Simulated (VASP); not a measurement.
A run of VASP 6.6.1:

The input INCAR:

```
SYSTEM = WSe2
PREC = Accurate
ENCUT = 600
EDIFF = 1E-7
ISMEAR = 0
SIGMA = 0.03
LREAL = .False.
LASPH = .True.
NELM = 80
ALGO = Normal
ISIF = 3
LWAVE = .False.
LCHARG = .False.
GGA = PE
IVDW = 12
IBRION = 2
NSW = 90
EDIFFG = -0.005
LATTICE_CONSTRAINTS = .TRUE. .TRUE. .FALSE.
KPAR = 8
```

Contents of KPOINTS:

```
regular mesh
0
Gamma
  12 12 1
  0 0 0
```

Contents of POSCAR:

```
WSe2                                    
1.0
    3.2872502754      0.0000000000      0.0000000000
   -1.6436251377      2.8468422486      0.0000000000
    0.0000000000      0.0000000000     21.3462600000
  Se              W             
     2     1
Direct
     0.3333333300000021    0.6666666699999979    0.4209905797979374
     0.3333333300000021    0.6666666699999979    0.5790094202020626
     0.6666666699999979    0.3333333300000021    0.5000000000000000
```

Potentials or basis: VASP PAW PBE potentials, release 64 (Se, W_sv).

The run is started by

```bash
$ cat potpaw_PBE.64/Se/POTCAR potpaw_PBE.64/W_sv/POTCAR > POTCAR
$ mpirun -np 8 vasp_std > vasp.out
```

Hardware: 8 MPI ranks on AMD EPYC 9R45 96-Core Processor (Zen 5), on a shared host.

**Question.** How long does it take, and how much memory?

**Answer.** Wall time 22 s on 8 MPI ranks on AMD EPYC 9R45 96-Core Processor (Zen 5), on a shared host, peak memory 0.43 GiB a rank. Counts: scf iterations 24, k points 19, ion steps 1.
